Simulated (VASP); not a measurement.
# SiNi (P2_13) in VASP: settings compared

Aim: see how the results for SiNi move with the level of theory and the settings. Levels: PBEsol, PBE. Tasks: atomic charges, electron localisation function.

Program: VASP 6.6.1. These are calculated values, not measurements. Logs are shortened: lines on timing, memory, paths and dates and some standing lists are left out, and cuts for length are marked.

## (1) The structure

The structure is cubic, space group P2_13 (No. 198). The conventional cell has a = 4.504 Å, b = 4.504 Å, c = 4.504 Å, α = 90.00°, β = 90.00°, γ = 90.00°. Around Ni (site symmetry 3) lie 7 Si at 2.36 to 2.44 Å. Around Si (site symmetry 3) lie 7 Ni at 2.36 to 2.44 Å.

The cell is a database's computed one.

## (2) Atomic charges, PBEsol, collinear spin, ferromagnetic start

File INCAR:

```
SYSTEM = SiNi
PREC = Accurate
ENCUT = 520
EDIFF = 1E-6
ISMEAR = 0
SIGMA = 0.02
LREAL = .FALSE.
LASPH = .TRUE.
NELM = 150
ALGO = Fast
ISIF = 2
LWAVE = .FALSE.
LCHARG = .FALSE.
ISPIN = 2
MAGMOM = 1 1 1 1 0 0 0 0
LORBIT = 10
LMAXMIX = 4
GGA = PS
```

File KPOINTS:

```
regular mesh
0
G
  5 5 5
  0 0 0
```

File POSCAR:

```
SiNi
1.0
    4.5036940000      0.0000000000      0.0000000000
    0.0000000000      4.5036940000      0.0000000000
    0.0000000000      0.0000000000      4.5036940000
Ni Si
4 4
Direct
    0.1495040000      0.1495040000      0.1495040000
    0.6495040000      0.3504960000      0.8504960000
    0.8504960000      0.6495040000      0.3504960000
    0.3504960000      0.8504960000      0.6495040000
    0.8468300000      0.8468300000      0.8468300000
    0.3468300000      0.6531700000      0.1531700000
    0.1531700000      0.3468300000      0.6531700000
    0.6531700000      0.1531700000      0.3468300000
```

Potentials or basis: VASP PAW PBE potentials, release 64 (Ni, Si).

The run is started by

```sh
$ cat potpaw_PBE.64/Ni/POTCAR potpaw_PBE.64/Si/POTCAR > POTCAR
$ mpirun -np 1 vasp_std > vasp.out
```

OUTCAR:

```text
SYSTEM = SiNi
   PREC = Accurate
   ENCUT = 520
   EDIFF = 1E-6
   ISMEAR = 0
   LREAL = .FALSE.
   LASPH = .TRUE.
   NELM = 150
   ISIF = 2
   ISPIN = 2
   LORBIT = 10
   GGA = PS

 ion  position               nearest neighbor table
   1  0.150  0.150  0.150-   5 2.36   6 2.41   7 2.41   8 2.41   6 2.44   7 2.44   8 2.44   2 2.78
                             4 2.78   4 2.78   2 2.78   3 2.78   3 2.78
   2  0.650  0.350  0.850-   6 2.36   5 2.41   7 2.41   8 2.41   7 2.44   8 2.44   5 2.44   3 2.78
                             1 2.78   3 2.78   1 2.78   4 2.78   4 2.78
   3  0.850  0.650  0.350-   7 2.36   6 2.41   5 2.41   8 2.41   8 2.44   5 2.44   6 2.44   2 2.78
                             2 2.78   4 2.78   4 2.78   1 2.78   1 2.78
   4  0.350  0.850  0.650-   8 2.36   6 2.41   7 2.41   5 2.41   6 2.44   7 2.44   5 2.44   1 2.78
                             1 2.78   3 2.78   3 2.78   2 2.78   2 2.78
   5  0.847  0.847  0.847-   1 2.36   2 2.41   3 2.41   4 2.41   2 2.44   3 2.44   4 2.44   6 2.78
                             7 2.78   8 2.78   8 2.78   7 2.78   6 2.78
   6  0.347  0.653  0.153-   2 2.36   1 2.41   3 2.41   4 2.41   3 2.44   4 2.44   1 2.44   8 2.78
                             5 2.78   7 2.78   7 2.78   8 2.78   5 2.78
   7  0.153  0.347  0.653-   3 2.36   2 2.41   1 2.41   4 2.41   4 2.44   1 2.44   2 2.44   8 2.78
                             5 2.78   6 2.78   5 2.78   6 2.78   8 2.78
   8  0.653  0.153  0.347-   4 2.36   2 2.41   3 2.41   1 2.41   2 2.44   3 2.44   1 2.44   7 2.78
                             5 2.78   5 2.78   6 2.78   6 2.78   7 2.78

  LATTYP: Found a simple cubic cell.
 ALAT       =     4.5036940000

  Lattice vectors:

 A1 = (   4.5036940000,   0.0000000000,   0.0000000000)
 A2 = (   0.0000000000,   4.5036940000,   0.0000000000)
 A3 = (   0.0000000000,   0.0000000000,   4.5036940000)

Analysis of symmetry for initial positions (statically):
=====================================================================
 Subroutine PRICEL returns:
 Original cell was already a primitive cell.

 Routine SETGRP: Setting up the symmetry group for a
 simple cubic supercell.

 Subroutine GETGRP returns: Found 12 space group operations
 (whereof  3 operations were pure point group operations)
 out of a pool of 48 trial point group operations.

The static configuration has the point symmetry C_3 .
 The point group associated with its full space group is T   .

Analysis of symmetry for dynamics (positions and initial velocities):
=====================================================================
 Subroutine PRICEL returns:
 Original cell was already a primitive cell.

 Routine SETGRP: Setting up the symmetry group for a
 simple cubic supercell.

 Subroutine GETGRP returns: Found 12 space group operations
 (whereof  3 operations were pure point group operations)
 out of a pool of 48 trial point group operations.

The dynamic configuration has the point symmetry C_3 .
 The point group associated with its full space group is T   .

Analysis of structural, dynamic, and magnetic symmetry:
=====================================================================
 Subroutine PRICEL returns:
 Original cell was already a primitive cell.

 Routine SETGRP: Setting up the symmetry group for a
 simple cubic supercell.

 Subroutine GETGRP returns: Found 12 space group operations
 (whereof  3 operations were pure point group operations)
 out of a pool of 48 trial point group operations.

The overall configuration has the point symmetry C_3 .
 The point group associated with its full space group is T   .

 Subroutine INISYM returns: Found 12 space group operations
 (whereof  3 operations are pure point group operations),
 and found     1 'primitive' translations

----------------------------------------------------------------------------------------

                                     Primitive cell

  volume of cell :      91.3496

  direct lattice vectors                    reciprocal lattice vectors
     4.503694000  0.000000000  0.000000000     0.222039952  0.000000000  0.000000000
     0.000000000  4.503694000  0.000000000     0.000000000  0.222039952  0.000000000
     0.000000000  0.000000000  4.503694000     0.000000000  0.000000000  0.222039952

  length of vectors
     4.503694000  4.503694000  4.503694000     0.222039952  0.222039952  0.222039952

  position of ions in fractional coordinates (direct lattice)
     0.149504000  0.149504000  0.149504000
     0.649504000  0.350496000  0.850496000
     0.850496000  0.649504000  0.350496000
     0.350496000  0.850496000  0.649504000
     0.846830000  0.846830000  0.846830000
     0.346830000  0.653170000  0.153170000
     0.153170000  0.346830000  0.653170000
     0.653170000  0.153170000  0.346830000

  ion indices of the primitive-cell ions
   primitive index   ion index
                 1           1
                 2           2
                 3           3
[... 84 lines left out ...]
  volume/ion in A,a.u.               =      11.42        77.06
  Fermi-wavevector in a.u.,A,eV,Ry     =   1.390706  2.628053 26.314523  1.934063
  Thomas-Fermi vector in A             =   2.514615
   LORBIT       =     10    0 simple, 1 ext, 2 COOP (PROOUT), +10 PAW based schemes
   GGA     = PS    functional components
   LHFCALC =     F    Hartree Fock is set to
   AEXX    =    0.0000 exact exchange contribution
   IVDW    =     0    specifies the selected vdW correction
   LEPSILON=     F    determine dielectric tensor
   LRPA    =     F    only Hartree local field effects (RPA)
 spin polarized calculation
 RMM-DIIS sequential band-by-band and
 Gauss-broadening in eV      SIGMA  =   0.02
  energy-cutoff  :      520.00
  volume of cell :       91.35
 maximum number of plane-waves:      2517
 NGX is ok and might be reduce to    36
   NGX = 17   NGY = 17   NGZ = 17

 number of electron      55.9999997 magnetization      -0.0001656

 number of electron      55.9999997 magnetization       0.0001830

 Free energy of the ion-electron system (eV)
  ---------------------------------------------------
  ext. energy  EPLUGINS =         0.00000000
  ---------------------------------------------------
  free energy    TOTEN  =       -51.54081440 eV

  energy without entropy =      -51.53969824  energy(sigma->0) =      -51.54025632

 E-fermi :  11.8941     XC(G=0): -12.6729

 val. band max:       11.8914700242   @ k =   0.2000   0.2000   0.0000
 cond. band min:      11.9289010412   @ k =   0.4000   0.2000   0.0000
 fundamental gap:      0.0374310170
 Fermi energy:        11.8941419208

 spin component 1

 k-point     1 :       0.0000    0.0000    0.0000
  band No.  band energies     occupation
      1      -2.3748      1.00000
      2       3.0348      1.00000
      3       3.0348      1.00000
      4       3.0348      1.00000
      5       5.5380      1.00000
      6       5.5380      1.00000
[... 407 lines left out ...]
     34      16.1305      0.00000
     35      16.5828      0.00000
 Fermi energy:        11.8941419208

 spin component 2

 k-point     1 :       0.0000    0.0000    0.0000
  band No.  band energies     occupation
      1      -2.3749      1.00000
      2       3.0347      1.00000
      3       3.0347      1.00000
      4       3.0347      1.00000
      5       5.5380      1.00000
      6       5.5380      1.00000
[... 407 lines left out ...]
     34      16.1328      0.00000
     35      16.5842      0.00000

------------------------ aborting loop because EDIFF is reached ----------------------------------------

  FORCE on cell =-STRESS in cart. coord.  units (eV):
  Direction    XX          YY          ZZ          XY          YZ          ZX
  --------------------------------------------------------------------------------------
  -------------------------------------------------------------------------------------
  Total       -2.4471971     -2.4471971     -2.4471971     -0.0000000      0.0000000      0.0000000
  in kB      -42.9213047    -42.9213047    -42.9213047     -0.0000000      0.0000000      0.0000000
  external PRESSURE =     -42.9213047 kB  Pullay stress =       0.0000000 kB

 VOLUME and BASIS-vectors are now :
 -----------------------------------------------------------------------------
  energy-cutoff  :      520.00
  volume of cell :       91.35
      direct lattice vectors                 reciprocal lattice vectors
     4.503694000  0.000000000  0.000000000     0.222039952  0.000000000  0.000000000
     0.000000000  4.503694000  0.000000000     0.000000000  0.222039952  0.000000000
     0.000000000  0.000000000  4.503694000     0.000000000  0.000000000  0.222039952

 POSITION                                       TOTAL-FORCE (eV/Angst)
 -----------------------------------------------------------------------------------
      0.67332      0.67332      0.67332        -0.015895     -0.015895     -0.015895
      2.92517      1.57853      3.83037        -0.015895      0.015895      0.015895
      3.83037      2.92517      1.57853         0.015895     -0.015895      0.015895
      1.57853      3.83037      2.92517         0.015895      0.015895     -0.015895
      3.81386      3.81386      3.81386        -0.019989     -0.019989     -0.019989
      1.56202      2.94168      0.68983        -0.019989      0.019989      0.019989
      0.68983      1.56202      2.94168         0.019989     -0.019989      0.019989
      2.94168      0.68983      1.56202         0.019989      0.019989     -0.019989
 -----------------------------------------------------------------------------------
    total drift:                                0.000000      0.000000     -0.000000

  FREE ENERGIE OF THE ION-ELECTRON SYSTEM (eV)
  ---------------------------------------------------
  free  energy   TOTEN  =       -51.5408144043 eV

  energy  without entropy=      -51.5396982402  energy(sigma->0) =      -51.54025632

 total charge

# of ion       s       p       d       tot
------------------------------------------
    1        0.458   0.607   8.498   9.563
    2        0.458   0.607   8.498   9.563
    3        0.458   0.607   8.498   9.563
    4        0.458   0.607   8.498   9.563
    5        0.739   0.842   0.000   1.582
    6        0.739   0.842   0.000   1.582
    7        0.739   0.842   0.000   1.582
    8        0.739   0.842   0.000   1.582
--------------------------------------------------
tot          4.790   5.798  33.991  44.578

 magnetization (x)

# of ion       s       p       d       tot
------------------------------------------
    1       -0.000  -0.000   0.000   0.000
    2       -0.000  -0.000   0.000   0.000
    3       -0.000  -0.000   0.000   0.000
    4       -0.000  -0.000   0.000   0.000
    5        0.000  -0.000   0.000  -0.000
    6        0.000  -0.000   0.000  -0.000
    7        0.000  -0.000   0.000  -0.000
    8        0.000  -0.000   0.000  -0.000
--------------------------------------------------
tot          0.000  -0.000   0.000   0.000
```

It took 57 s on 1 thread of Intel Xeon 6975P-C (Granite Rapids), shared host; peak memory 0.26 GiB.

What came out:

```yaml
Free_energy: -51.5408 eV
Pressure: -4.3 GPa
Largest_force: 0.035 eV/Å
Band_gap_on_the_k_mesh: none (metal or under the smearing width)
Net_moment: 0.00 μB per cell
Valence_electrons_inside_the_program's_atomic_spheres: Ni 9.56; Si 1.58
```

Forces in eV/Å, atoms in the order of the input:
```
Ni  -0.016 -0.016 -0.016
Ni  -0.016  0.016  0.016
Ni   0.016 -0.016  0.016
Ni   0.016  0.016 -0.016
Si  -0.020 -0.020 -0.020
Si  -0.020  0.020  0.020
Si   0.020 -0.020  0.020
Si   0.020  0.020 -0.020
```

Levels at points of the mesh, in eV from the Fermi level:
Spin up:
```
           k point  band 25  band 26  band 27  band 28  band 29  band 30  band 31  band 32
(0.00, 0.00, 0.00)    -1.69    -1.69    -1.69     0.90     0.90     0.90     1.31     1.31
```
Spin down:
```csv
k point,band 26,band 27,band 28,band 29,band 30,band 31
"(0.00, 0.00, 0.00)",-1.69,-1.69,0.90,0.90,0.90,1.31
```

Caveat: the PAW data sets were made with another functional, which shifts forces and pressure a little.

## (3) Electron localisation function, PBEsol, collinear spin, ferromagnetic start

File INCAR:

```
SYSTEM = SiNi
PREC = Accurate
ENCUT = 520
EDIFF = 1E-6
ISMEAR = 0
SIGMA = 0.02
LREAL = .FALSE.
LASPH = .TRUE.
NELM = 100
ALGO = Fast
ISIF = 2
LWAVE = .FALSE.
LCHARG = .TRUE.
ISPIN = 2
MAGMOM = 1 1 1 1 0 0 0 0
LORBIT = 11
LMAXMIX = 4
GGA = PS
LELF = .TRUE.
```

File KPOINTS:

```
Automatic mesh
0
G
  5 5 5
  0 0 0
```

POSCAR is that of step 2.

Potentials or basis: VASP PAW PBE potentials, release 64 (Ni, Si).

The run is started by

```sh
$ cat potpaw_PBE.64/Ni/POTCAR potpaw_PBE.64/Si/POTCAR > POTCAR
$ mpirun -np 1 vasp_std > vasp.out
```

Wall time 42 s (1 thread of Intel Xeon 6975P-C (Granite Rapids), shared host); peak memory 0.26 GiB.

It converged, with:

```yaml
Free_energy: -51.5408 eV
Pressure: -4.3 GPa
Largest_force: 0.035 eV/Å
Band_gap_on_the_k_mesh: none (metal or under the smearing width)
Net_moment: 0.00 μB per cell
Valence_electrons_inside_the_program's_atomic_spheres: Ni 9.56; Si 1.58
```

Forces on the atoms (eV/Å):
```
Ni  -0.016 -0.016 -0.016
Ni  -0.016  0.016  0.016
Ni   0.016 -0.016  0.016
Ni   0.016  0.016 -0.016
Si  -0.020 -0.020 -0.020
Si  -0.020  0.020  0.020
Si   0.020 -0.020  0.020
Si   0.020  0.020 -0.020
```

Levels at points of the mesh, in eV from the Fermi level:
Spin up:
| k point | band 24 | band 25 | band 26 | band 27 | band 28 | band 29 | band 30 | band 31 | band 32 | band 33 |
| --- | --- | --- | --- | --- | --- | --- | --- | --- | --- | --- |
| (0.00, 0.00, 0.00) | -2.32 | -1.69 | -1.69 | -1.69 | 0.90 | 0.90 | 0.90 | 1.31 | 1.31 | 1.93 |
Spin down:
```tsv
k point	band 24	band 25	band 26	band 27	band 28	band 29	band 30	band 31	band 32	band 33
(0.00, 0.00, 0.00)	-2.32	-1.69	-1.69	-1.69	0.90	0.90	0.90	1.31	1.31	1.93
```

Caveat: the PAW data sets were made with another functional, which shifts forces and pressure a little.

## (4) Atomic charges, PBE, collinear spin, ferromagnetic start

File INCAR:

```
SYSTEM = SiNi
PREC = Accurate ; ENCUT = 520
EDIFF = 1E-6 ; ISMEAR = 0
SIGMA = 0.02 ; LREAL = .False.
LASPH = .True. ; NELM = 150
ALGO = Normal ; ISIF = 2
LWAVE = .False. ; LCHARG = .False.
ISPIN = 2 ; MAGMOM = 1 1 1 1 0 0 0 0
LORBIT = 11 ; LMAXMIX = 4
GGA = PE
```

File KPOINTS:

```
Automatic mesh
0
Gamma
  5 5 5
  0 0 0
```

POSCAR is that of step 3.

The run is started by

```sh
$ cat potpaw_PBE.64/Ni/POTCAR potpaw_PBE.64/Si/POTCAR > POTCAR
$ mpirun -np 1 vasp_std > vasp.out
```

Wall time 1.7 min (1 thread of Intel Xeon Platinum 8375C at 2.90GHz (Ice Lake), shared host); peak memory 0.26 GiB.

Results (log left out):

* Free energy: -46.8132 eV
* Pressure: 1.8 GPa
* Largest force: 0.019 eV/Å
* Band gap on the k mesh: none (metal or under the smearing width)
* Net moment: 0.00 μB per cell
* Valence electrons inside the program's atomic spheres: Ni 9.55; Si 1.58

Forces in eV/Å, atoms in the order of the input:
```
Ni  -0.011 -0.011 -0.011
Ni  -0.011  0.011  0.011
Ni   0.011 -0.011  0.011
Ni   0.011  0.011 -0.011
Si  -0.011 -0.011 -0.011
Si  -0.011  0.011  0.011
Si   0.011 -0.011  0.011
Si   0.011  0.011 -0.011
```

Levels at points of the mesh, in eV from the Fermi level:
Spin up:
```tsv
k point	band 26	band 27	band 28	band 29	band 30	band 31
(0.00, 0.00, 0.00)	-1.68	-1.68	0.89	0.89	0.89	1.31
```
Spin down:
| k point | band 26 | band 27 | band 28 | band 29 | band 30 | band 31 |
| --- | --- | --- | --- | --- | --- | --- |
| (0.00, 0.00, 0.00) | -1.68 | -1.68 | 0.89 | 0.89 | 0.89 | 1.31 |

## (5) Electron localisation function, PBE, collinear spin, ferromagnetic start

File INCAR:

```
PREC = Accurate
ENCUT = 520
EDIFF = 1E-7
ISMEAR = 0
SIGMA = 0.02
LREAL = False
LASPH = True
NELM = 120
ALGO = Fast
ISIF = 2
LWAVE = False
LCHARG = True
ISPIN = 2
MAGMOM = 1 1 1 1 0 0 0 0
LORBIT = 11
LMAXMIX = 4
GGA = PE
LELF = True
```

File KPOINTS:

```
regular mesh
0
Gamma
  5 5 5
```

POSCAR is that of step 4.

The run is started by

```sh
$ cat potpaw_PBE.64/Ni/POTCAR potpaw_PBE.64/Si/POTCAR > POTCAR
$ mpirun -np 1 vasp_std > vasp.out
```

Run time: 1.7 min. Hardware: 1 thread of Intel Xeon Platinum 8375C at 2.90GHz (Ice Lake), shared host; peak memory 0.26 GiB.

The run converged. Its results:

| Property | Result |
| --- | --- |
| Free energy | -46.8132 eV |
| Pressure | 1.9 GPa |
| Largest force | 0.020 eV/Å |
| Band gap on the k mesh | none (metal or under the smearing width) |
| Net moment | 0.00 μB per cell |
| Valence electrons inside the program's atomic spheres | Ni 9.55; Si 1.58 |

Forces on the atoms (eV/Å):
```
Ni  -0.011 -0.011 -0.011
Ni  -0.011  0.011  0.011
Ni   0.011 -0.011  0.011
Ni   0.011  0.011 -0.011
Si  -0.011 -0.011 -0.011
Si  -0.011  0.011  0.011
Si   0.011 -0.011  0.011
Si   0.011  0.011 -0.011
```

Levels at points of the mesh, in eV from the Fermi level:
Spin up:
| k point | band 25 | band 26 | band 27 | band 28 | band 29 | band 30 | band 31 | band 32 |
| --- | --- | --- | --- | --- | --- | --- | --- | --- |
| (0.00, 0.00, 0.00) | -1.68 | -1.68 | -1.68 | 0.89 | 0.89 | 0.89 | 1.31 | 1.31 |
Spin down:
```csv
k point,band 24,band 25,band 26,band 27,band 28,band 29,band 30,band 31,band 32,band 33
"(0.00, 0.00, 0.00)",-2.30,-1.68,-1.68,-1.68,0.89,0.89,0.89,1.31,1.31,1.94
```

## (6) Overview

```tsv
task	level	further INCAR settings	gap on the mesh (eV)	pressure (GPa)	moment (μB)	largest force (eV/Å)
atomic charges	PBEsol	ALGO = Fast; EDIFF = 1e-06	none	-4.3	0.00	0.03
electron localisation function	PBEsol	ALGO = Fast; EDIFF = 1e-06	none	-4.3	0.00	0.03
atomic charges	PBE	ALGO = Normal; EDIFF = 1e-06	none	1.8	0.00	0.02
electron localisation function	PBE	ALGO = Fast; EDIFF = 1e-07	none	1.9	0.00	0.02
```

Alike in all rows: potentials or basis VASP PAW PBE potentials, release 64 (Ni, Si); spin collinear, ferromagnetic start; cell as given; k mesh 5 × 5 × 5; cutoff (eV) 520; smearing gaussian 0.02 eV.

Every run on the cell as given and a fine mesh finds a metal. The pressure there spans -4.3 GPa (PBEsol) to 1.9 GPa (PBE); a positive pressure means that this level wants a larger cell, a negative one a smaller.

Caveats: the PAW data sets were made with another functional, which shifts forces and pressure a little (some runs).

Absolute energies hang on the potentials; compare differences alone.
